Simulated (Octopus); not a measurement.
# Pt (Fm-3m) in Octopus: equation of state

How stiff is Pt in PBE, and what volume does it want? The cell is scaled to several volumes.

All numbers are computed with Octopus 16.4; they aren't measurements. Logs are shortened: lines on timing, memory, paths and dates and some standing lists are left out, and cuts for length are marked.

### 1 The crystal as given

It takes space group Fm-3m (No. 225, cubic). The conventional cell has a = 3.922 Å, b = 3.922 Å, c = 3.922 Å, α = 90.00°, β = 90.00°, γ = 90.00°. Pt (site symmetry m-3m) has 12 Pt at 2.77 Å as nearest neighbours.

### 2 Equation of state, PBE, 15.08 Å³/atom

Input file inp:

```
CalculationMode = gs
UnitsOutput = eV_Angstrom
PeriodicDimensions = 3
ExperimentalFeatures = yes
PseudopotentialSet = pseudodojo_pbe
%LatticeParameters
 1*angstrom | 1*angstrom | 1*angstrom
%
%LatticeVectors
 0 | 1.9609 | 1.9609
 1.9609 | 0 | 1.9609
 1.9609 | 1.9609 | 0
%
%ReducedCoordinates
 "Pt" | 0 | 0 | 0
%
%Spacing
 0.13205387*angstrom | 0.13205387*angstrom | 0.13205387*angstrom
%
DerivativesOrder = 8
%KPointsGrid
 12 | 12 | 12
%
KPointsUseSymmetries = yes
XCFunctional = gga_x_pbe + gga_c_pbe
SmearingFunction = fermi_dirac
Smearing = 0.05*eV
ExtraStates = 7
Eigensolver = chebyshev_filter
ConvRelDens = 3e-7
MaximumIter = 120
```

Potentials or basis: pseudodojo_pbe (PseudoDojo 0.5, PBE).

Launch:

```console
$ OMP_NUM_THREADS=1 octopus > out.log
```

out.log:

```text
Running octopus

Version                : 16.4
Optional libraries     :

************************** Calculation Mode **************************
Input: [CalculationMode = gs]
**********************************************************************

Input: [SpinComponents = unpolarized]

******************************* Space ********************************
Octopus will run in 3 dimension(s).
Octopus will treat the system as periodic in 3 dimension(s).
**********************************************************************

Input: [AllElectronType = no]
Input: [PseudopotentialSet = pseudodojo_pbe]
Reading Coordinates from ReducedCoordinates block

****************************** Species *******************************
  Species 'Pt'
    type             : pseudopotential
    file             : 'Pt.upf'
    file format      : UPF2
    valence charge   : 18.0
    atomic number    :  78
    form on file     : kleinman-bylander
    lmax             : 3
    llocal           : -1
    projectors per l : 2
    total projectors : 8
    application form : kleinman-bylander
    orbitals         : 10
    bound orbitals   : 10

**********************************************************************

***************************** Symmetries *****************************
Space group No.  225
International: Fm-3m
Schoenflies: Oh^5
Info: The system has    48 symmorphic symmetries that can be used.
  Index                Rotation matrix                      Fractional translations
[... 295 lines left out ...]
#  State  KPoint  Eigenvalue [eV]  Occupation    Error
      1       1      -85.281160    2.000000   ( 4.0E-07)
      1       2      -85.278817    2.000000   ( 3.5E-06)
      1       3      -85.278037    2.000000   ( 4.8E-06)
      1       4      -85.275121    2.000000   ( 4.5E-06)
      1       5      -85.272988    2.000000   ( 4.5E-06)
      1       6      -85.272413    2.000000   ( 5.1E-06)
      1      10      -85.269505    2.000000   ( 7.7E-06)
      1       7      -85.267934    2.000000   ( 4.5E-06)
[... 23 lines left out ...]
     16      47       43.521511    0.000000   ( 1.3E-01)
     16      69       43.812656    0.000000   ( 1.5E-01)
     16      54       44.366845    0.000000   ( 1.8E-01)
     16       1       44.938253    0.000000   ( 1.3E-01)
     16      49       44.955178    0.000000   ( 1.6E-01)
     16      63       45.147048    0.000000   ( 1.4E-01)
     16      72       45.707302    0.000000   ( 1.7E-01)
     16      71       46.938945    0.000000   ( 1.4E-01)

Density of states:

------------------------%---------------------------------------------
------------------------%---------------------------------------------
------------------------%---------------------------------------------
------------------------%---------------------------------------------
------------------------%---------------------------------------------
------------------------%------------------------%--------------------
------------------------%-----------------------%%-%------------------
%-----------------------%-----------------------%%%%------------------
%-----------------------%----------------------%%%%%------%%%%%-%-----
%-----------------------%----------------------%%%%%%%%%%%%%%%%%%%%%--
                                                   ^

Fermi energy =    12.795563 eV

**********************************************************************

** Warning:
**   Symmetrization discrepancy ratio (scalar) =  5.16785E-02

*********************** SCF CYCLE ITER #    2 ************************
 etot  = -3.54027705E+03 abs_ev   =  1.24E+01 rel_ev   =  3.72E-02
 ediff =        1.03E+00 abs_dens =  3.02E-01 rel_dens =  1.68E-02
Matrix vector products: 1800
Converged eigenvectors: 0
[... 103 lines left out ...]
*********************** SCF CYCLE ITER #   11 ************************
 etot  = -3.55357969E+03 abs_ev   =  5.58E-05 rel_ev   =  1.65E-07
 ediff =        4.66E-06 abs_dens =  1.33E-06 rel_dens =  7.41E-08
Matrix vector products: 1800
Converged eigenvectors: 0

#  State  KPoint  Eigenvalue [eV]  Occupation    Error
      1       1      -86.863516    2.000000   ( 1.1E-07)
      1       2      -86.861309    2.000000   ( 1.1E-07)
      1       3      -86.860574    2.000000   ( 1.1E-07)
      1       4      -86.857827    2.000000   ( 1.1E-07)
      1       5      -86.855817    2.000000   ( 7.6E-08)
      1       6      -86.855276    2.000000   ( 7.7E-08)
      1      10      -86.852535    2.000000   ( 7.3E-08)
      1       7      -86.851056    2.000000   ( 1.1E-07)
[... 23 lines left out ...]
     16      66       40.702304    0.000000   ( 4.0E-02)
     16       3       40.878303    0.000000   ( 3.7E-02)
     16      50       41.190038    0.000000   ( 1.4E-02)
     16      59       41.303413    0.000000   ( 5.6E-02)
     16       2       41.465995    0.000000   ( 7.6E-02)
     16      47       41.537509    0.000000   ( 4.6E-02)
     16      57       41.895983    0.000000   ( 5.2E-02)
     16       1       43.660012    0.000000   ( 6.3E-02)

Density of states:

------------------------%---------------------------------------------
------------------------%---------------------------------------------
------------------------%---------------------------------------------
------------------------%---------------------------------------------
------------------------%---------------------------------------------
------------------------%-------------------------%-------------------
------------------------%------------------------%%%%-----------------
%-----------------------%------------------------%%%%--------------%--
%-----------------------%------------------------%%%%------%%%%%-%%%--
%-----------------------%-----------------------%%%%%%%%%%%%%%%%%%%%--
                                                    ^

Fermi energy =    11.793328 eV

**********************************************************************

Info: SCF converged in   11 iterations

** Warning:
**   Some of the states are not fully converged!

Info: Number of matrix-vector products:      19800
Info: Finished writing information to 'restart/gs'.

Octopus emitted 14 warnings.
```

static/info:

```text
**

********************** Brillouin zone sampling ***********************
Dimensions of the k-point grid      = 12 12 12
Total number of k-points            = 1728
Number of symmetry-reduced k-points = 72

List of k-points:
[... 1345 lines left out ...]
      rel_energy =  3.57148577E-08 ( 0.00000000E+00)
      abs_dens =  1.33345926E-06 ( 0.00000000E+00)
      rel_dens =  7.40810702E-08 ( 3.00000000E-07)
      abs_evsum =  5.57983509E-05 ( 0.00000000E+00) [eV]
      rel_evsum =  1.64989543E-07 ( 0.00000000E+00)

Forces on the ions [eV/A]
 Ion                        x              y              z
   1        Pt   0.00000000E+00   0.00000000E+00   0.00000000E+00
 ----------------------------------------------------------
 Max abs force   0.00000000E+00   0.00000000E+00   0.00000000E+00
   Total force   0.00000000E+00   0.00000000E+00   0.00000000E+00
```

Wall time 3.8 min (1 thread of Arm Neoverse V1, shared host); peak memory 0.84 GiB.

Results:

* Free energy: -3553.5951 eV
* Band gap on the k mesh: none (metal or under the smearing width)

### 3 Equation of state, PBE, 14.78 Å³/atom (volume scaled by 0.98)

inp, as its differences from that of step 2:

```diff
@@ -9,5 +9,5 @@
 %LatticeVectors
- 0 | 1.9609 | 1.9609
- 1.9609 | 0 | 1.9609
- 1.9609 | 1.9609 | 0
+ 0 | 1.9477392008 | 1.9477392008
+ 1.9477392008 | 0 | 1.9477392008
+ 1.9477392008 | 1.9477392008 | 0
 %
@@ -17,3 +17,3 @@
 %Spacing
- 0.13205387*angstrom | 0.13205387*angstrom | 0.13205387*angstrom
+ 0.13116758*angstrom | 0.13116758*angstrom | 0.13116758*angstrom
 %
```

Potentials or basis: pseudodojo_pbe (PseudoDojo 0.5, PBE).

Launch:

```console
$ OMP_NUM_THREADS=1 octopus > out.log
```

It took 4 min on 1 thread of Arm Neoverse V1, shared host; peak memory 0.84 GiB.

Results (log left out):

| Quantity | Value |
| --- | --- |
| Free energy | -3553.5685 eV |
| Band gap on the k mesh | none (metal or under the smearing width) |

### 4 Equation of state, PBE, 15.38 Å³/atom (volume scaled by 1.02)

inp, as its differences from that of step 3:

```diff
@@ -9,5 +9,5 @@
 %LatticeVectors
- 0 | 1.9477392008 | 1.9477392008
- 1.9477392008 | 0 | 1.9477392008
- 1.9477392008 | 1.9477392008 | 0
+ 0 | 1.9738864712 | 1.9738864712
+ 1.9738864712 | 0 | 1.9738864712
+ 1.9738864712 | 1.9738864712 | 0
 %
@@ -17,3 +17,3 @@
 %Spacing
- 0.13116758*angstrom | 0.13116758*angstrom | 0.13116758*angstrom
+ 0.13292843*angstrom | 0.13292843*angstrom | 0.13292843*angstrom
 %
```

Launch:

```console
$ OMP_NUM_THREADS=1 octopus > out.log
```

Wall time 4.2 min (1 thread of Arm Neoverse V1, shared host); peak memory 0.84 GiB.

It converged, with:

```yaml
Free_energy: -3553.6101 eV
Band_gap_on_the_k_mesh: none (metal or under the smearing width)
```

### 5 Equation of state, PBE, 14.48 Å³/atom (volume scaled by 0.96)

inp, as its differences from that of step 4:

```diff
@@ -9,5 +9,5 @@
 %LatticeVectors
- 0 | 1.9738864712 | 1.9738864712
- 1.9738864712 | 0 | 1.9738864712
- 1.9738864712 | 1.9738864712 | 0
+ 0 | 1.9343981026 | 1.9343981026
+ 1.9343981026 | 0 | 1.9343981026
+ 1.9343981026 | 1.9343981026 | 0
 %
@@ -17,3 +17,3 @@
 %Spacing
- 0.13292843*angstrom | 0.13292843*angstrom | 0.13292843*angstrom
+ 0.13026914*angstrom | 0.13026914*angstrom | 0.13026914*angstrom
 %
```

Launch:

```console
$ OMP_NUM_THREADS=1 octopus > out.log
```

It took 4.1 min on 1 thread of Arm Neoverse V1, shared host; peak memory 0.84 GiB.

It converged, with:

* Free energy: -3553.5299 eV
* Band gap on the k mesh: none (metal or under the smearing width)

### 6 Equation of state, PBE, 15.68 Å³/atom (volume scaled by 1.04)

inp, as its differences from that of step 5:

```diff
@@ -9,5 +9,5 @@
 %LatticeVectors
- 0 | 1.9343981026 | 1.9343981026
- 1.9343981026 | 0 | 1.9343981026
- 1.9343981026 | 1.9343981026 | 0
+ 0 | 1.986704275 | 1.986704275
+ 1.986704275 | 0 | 1.986704275
+ 1.986704275 | 1.986704275 | 0
 %
@@ -17,3 +17,3 @@
 %Spacing
- 0.13026914*angstrom | 0.13026914*angstrom | 0.13026914*angstrom
+ 0.13379163*angstrom | 0.13379163*angstrom | 0.13379163*angstrom
 %
```

Potentials or basis: pseudodojo_pbe (PseudoDojo 0.5, PBE).

Launch:

```console
$ OMP_NUM_THREADS=1 octopus > out.log
```

Wall time 4.2 min (1 thread of Arm Neoverse V1, shared host); peak memory 0.84 GiB.

The run converged. Its results:

```yaml
Free_energy: -3553.6150 eV
Band_gap_on_the_k_mesh: none (metal or under the smearing width)
```

### 7 Equation of state, PBE, 14.18 Å³/atom (volume scaled by 0.94)

inp, as its differences from that of step 6:

```diff
@@ -9,5 +9,5 @@
 %LatticeVectors
- 0 | 1.986704275 | 1.986704275
- 1.986704275 | 0 | 1.986704275
- 1.986704275 | 1.986704275 | 0
+ 0 | 1.9208704006 | 1.9208704006
+ 1.9208704006 | 0 | 1.9208704006
+ 1.9208704006 | 1.9208704006 | 0
 %
@@ -17,3 +17,3 @@
 %Spacing
- 0.13379163*angstrom | 0.13379163*angstrom | 0.13379163*angstrom
+ 0.12935814*angstrom | 0.12935814*angstrom | 0.12935814*angstrom
 %
```

Launch:

```console
$ OMP_NUM_THREADS=1 octopus > out.log
```

Wall time 4.3 min (1 thread of Arm Neoverse V1, shared host); peak memory 0.84 GiB.

The run converged. Its results:

- Free energy: -3553.4769 eV
- Band gap on the k mesh: none (metal or under the smearing width)

(Part 1 of 2 ends here.)
